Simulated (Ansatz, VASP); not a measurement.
MgI2 (single layer cut from the bulk crystal): VASP beside Ansatz

```xyz
3
Lattice="4.1537 0.0000 0.0000 -2.0769 3.5972 0.0000 0.0000 0.0000 16.3263" Properties=species:S:1:pos:R:3 pbc="T T T"
Mg    0.0000    0.0000    8.1631
I     0.0000    2.3981    6.5000
I     2.0769    1.1991    9.8263
```

Alike in both runs: task single point; functional PBE; k mesh 18 × 18 × 1; occupations gaussian, width 0.05 eV; no spin polarisation.

|  | VASP | Ansatz |
| --- | --- | --- |
| version | VASP 6.6.1 | Ansatz 0.2.0 |
| potentials or method | VASP PAW PBE potentials, release 64 (Mg, I) | scalar-relativistic, plane waves, PAW |
| plane-wave cutoff (eV) | 520 | 420 |
| valence electrons in the cell | 16 | 44 |

```csv
,VASP,Ansatz,Ansatz less VASP
gap on the k mesh at the Fermi level (eV),3.66,3.68,+0.017
rms of the force components (eV/Å),0.062,0.066,+0.0046
```

Atom by atom the forces differ by 0.005 eV/Å (rms over components). The two sets of potentials don't hold the same shells in valence.

Caveats: spin-orbit coupling is left out, which moves the levels of the heavy elements.
